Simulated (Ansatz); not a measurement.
# W: the cost of one run

Program: Ansatz 0.2.0. Level of theory: DFT PBE, scalar-relativistic, plane waves, PAW. These are calculated values, not measurements.

This is W in the fcc structure; at room conditions it is bcc.

1 further run of the same task is left out (set aside as unsound or not needed).

### 1 The starting structure

It takes space group Fm-3m (No. 225, cubic). The conventional cell has a = 4.060 Å, b = 4.060 Å, c = 4.060 Å, α = 90.00°, β = 90.00°, γ = 90.00°. W (site symmetry m-3m) is surrounded by 12 W at 2.87 Å.

Structure file:

```xyz
1
Lattice="0.0000 2.0300 2.0300 2.0300 0.0000 2.0300 2.0300 2.0300 0.0000" Properties=species:S:1:pos:R:3 pbc="T T T"
W     0.0000    0.0000    0.0000
```

No relaxation comes first: the listed cell is the starting point.

### 2 Zero of the scan

input.yaml

```yaml
crystal:
  lattice:
    - [0.0, 2.03, 2.03]
    - [2.03, 0.0, 2.03]
    - [2.03, 2.03, 0.0]
  atoms:
    - { symbol: W, position: [0.0, 0.0, 0.0] }
basis:
  ecutwfc: 420
kpoints:
  mp_grid: { grid: [20, 20, 20] }
hamiltonian:
  xc: pbe
scf:
  occupations: { method: gaussian, width: 0.15 }
output:
  forces: true
  stress: true
  eigenvalues: true
```

Run with:

```bash
> ansatz run input.yaml --threads 1 --pin off --max-ram 1228MiB --backend cpu --events-out ev --progress --plain --runs-dir out
```

Q: Estimate wall time and peak memory on 1 thread of an x86-64 CPU, shared host.

About 4 s, with a peak of 0.46 GiB.
